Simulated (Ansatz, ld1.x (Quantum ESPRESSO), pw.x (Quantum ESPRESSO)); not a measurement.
## Si: one change to the RRKJ potential, in the atom and in the bcc crystal

* Element: Si
* Generator: ld1.x (Quantum ESPRESSO) 7.5
* Type: norm-conserving RRKJ (Kleinman–Bylander form)
* Functional: PBEsol
* Relativity: scalar-relativistic
* Frozen core: [Ne]
* Valence charge: 4
* Reference configuration: 3s2 3p1 (charge +1)
* Partial waves: 3s (bound): rc 1.50 bohr; 3d channel at 0.15 Ry: rc 1.70 bohr; 3p (bound): rc 1.95 bohr
* Local potential: the p channel
* Core correction: none
* rho0: 0.001

Change: wave 3d channel at 0.15 Ry: rc 1.70 bohr becomes 3d channel at 0.15 Ry: rc 2.62 bohr.

Cutoffs, loose and tight: the cutoffs (Ry, on a coarse ladder) from which the occupation-weighted sum of valence levels, in a spherical-Bessel basis at the reference potential, stays within 10 and 1 mRy of its value at 400 Ry. They do not see the model core or the augmentation charge, which bear on the density cutoff. Test errors are all-electron minus pseudo excitation energies from the reference, over the configurations 3s2 3p2; 3s2 3p0; 3s1 3p0; 3s1 3p2; 3s0 3p4; 3s2 3p1.5; 3s1 3p3; variants that change the core or the reference have their own tests.

Crystal test: bcc Si in pw.x 7.5, no spin, 15³ k-points, Fermi–Dirac smearing 0.01 Ry, cutoffs set for each file from its atomic test. The reference is all-electron LAPW (Ansatz 0.2.0) with the same functional, mesh and smearing; V0 and B0 come from Birch–Murnaghan fits to the pressures at five volumes. Errors are pseudo minus all-electron; Δ is the rms difference of the E(V) curves that follow from these fits, minima aligned, over ±6 % about the mean V0. Mesh and smearing are coarse, so the numbers serve the comparison and aren't converged zero-temperature values; the lattice is a test structure that the element need not adopt.

All-electron: a0 = 3.056 Å (V0 = 14.27 Å³/atom), B0 = 101.5 GPa.

Q: Does the change bring the crystal closer to the all-electron result?

A: The mean pressure error goes from +0.56 to +1.22 GPa, so the change moves the solid further from the all-electron pressures.

```
                       quantity       base    changed
                 outcome (atom)  generated  generated
           cutoff, loose (atom)      18 Ry      18 Ry
           cutoff, tight (atom)      25 Ry      25 Ry
            bound ghosts (atom)       none       none
largest test error (meV) (atom)        +59        +59
           cutoffs in pw.x (Ry)     35/140     35/140
                         a0 (Å)      3.062      3.068
                   a0 error (%)      +0.18      +0.40
                   B0 error (%)       -0.6       -1.7
                   Δ (meV/atom)        1.7        3.7
      mean pressure error (GPa)      +0.56      +1.22
```

Changed file: The largest radius (2.62 bohr) exceeds half the bond length (2.50 bohr), so the spheres overlap, which is one possible source of error among others. The atomic cutoffs weigh occupied waves only.
